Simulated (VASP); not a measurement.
**SnTe in VASP 6.6.1, relaxation**

INCAR

```
ISIF = 3
NELM = 120
LCHARG = .FALSE.
NBANDS = 17
PREC = Accurate
GGA = PS
LWAVE = .FALSE.
ENCUT = 600
MAGMOM = 0.5 0.5
LASPH = .TRUE.
ISMEAR = -1
ISPIN = 2
LREAL = .FALSE.
EDIFFG = -5E-3
IBRION = 2
NSW = 40
SIGMA = 0.02
EDIFF = 1E-7
IVDW = 11
```

KPOINTS

```
KPOINTS created by Atomic Simulation Environment
0
Monkhorst-Pack
6 6 6
0 0 0
```

POSCAR

```
Sn Te
 1.0000000000000000
    -0.0000000000000000    3.2053449931371869    3.2053449931371869
     3.2053449931371869    0.0000000000000000    3.2053449931371869
     3.2053449931371869    3.2053449931371869   -0.0000000000000000
 Sn  Te
   1   1
Cartesian
  0.0000000000000000  0.0000000000000000  0.0000000000000000
  3.2053449931371869  3.2053449931371869  3.2053449931371869
```

The recommended PBE PAW datasets give the neutral cell 20 valence electrons.

Command

```
mpirun -np 1 vasp_std
```

OSZICAR

```
N       E                     dE             d eps       ncg     rms          rms(c)
DAV:   1     0.131473339094E+03    0.13147E+03   -0.99898E+03  1912   0.141E+03
DAV:   2     0.408658123620E+01   -0.12739E+03   -0.12432E+03  2016   0.350E+02
DAV:   3    -0.794765631034E+01   -0.12034E+02   -0.11921E+02  2370   0.930E+01
DAV:   4    -0.829815070061E+01   -0.35049E+00   -0.35021E+00  2198   0.162E+01
DAV:   5    -0.831201016772E+01   -0.13859E-01   -0.13859E-01  2817   0.317E+00    0.490E+00
DAV:   6    -0.831107802509E+01    0.93214E-03   -0.17769E-01  2544   0.292E+00    0.271E+00
DAV:   7    -0.831145028244E+01   -0.37226E-03   -0.36803E-02  2215   0.120E+00    0.157E+00
DAV:   8    -0.831161395633E+01   -0.16367E-03   -0.45810E-03  2288   0.494E-01    0.654E-01
DAV:   9    -0.831149132267E+01    0.12263E-03   -0.60637E-04  2223   0.195E-01    0.209E-01
DAV:  10    -0.831155370151E+01   -0.62379E-04   -0.24619E-04  2310   0.116E-01    0.401E-02
...
       N       E                     dE             d eps       ncg     rms          rms(c)
DAV:   1    -0.840298083313E+01   -0.76699E-01   -0.13984E+00  2418   0.174E+01    0.148E+00
DAV:   2    -0.835062083110E+01    0.52360E-01   -0.83639E-02  2456   0.430E+00    0.631E-01
DAV:   3    -0.833768668475E+01    0.12934E-01   -0.35756E-02  2480   0.258E+00    0.122E-01
DAV:   4    -0.833734169166E+01    0.34499E-03   -0.11120E-03  2016   0.297E-01    0.130E-01
DAV:   5    -0.833713133448E+01    0.21036E-03   -0.15710E-04  2561   0.974E-02    0.237E-02
DAV:   6    -0.833712773232E+01    0.36022E-05   -0.14506E-05  2589   0.556E-02    0.643E-03
DAV:   7    -0.833712743920E+01    0.29312E-06   -0.61642E-07  2183   0.594E-03    0.251E-03
DAV:   8    -0.833712743465E+01    0.45479E-08   -0.70281E-08  1161   0.289E-03
   3 F= -.87509750E+01 E0= -.87509750E+01  d E =-.516802E-01  mag=    -0.0000
```

```json
{"ionic step": "1", "ΔE (meV/atom)": "0.0", "volume (Å³)": "65.86", "largest force (eV/Å)": "0.000", "pressure (GPa)": "-3.19", "electronic steps": "15"}
{"ionic step": "2", "ΔE (meV/atom)": "-23.9", "volume (Å³)": "59.82", "largest force (eV/Å)": "0.000", "pressure (GPa)": "1.06", "electronic steps": "11"}
{"ionic step": "3", "ΔE (meV/atom)": "-25.8", "volume (Å³)": "61.03", "largest force (eV/Å)": "0.000", "pressure (GPa)": "0.02", "electronic steps": "8"}
```

It converged. Results: relaxed cell vector lengths 4.419, 4.419, 4.419 Å; relaxed cell volume 61.03 Å³; magnetic moment of the cell 0.00 μB.

The shifted mesh misses Γ, so a band edge there is missed.

For comparison, a separate PBEsol relaxation on usual settings, not on those above, ends at 62.12 Å³.

The run above took about 68 s on one core of a shared host (Intel Xeon 6975P-C) and held 0.29 GiB at most.
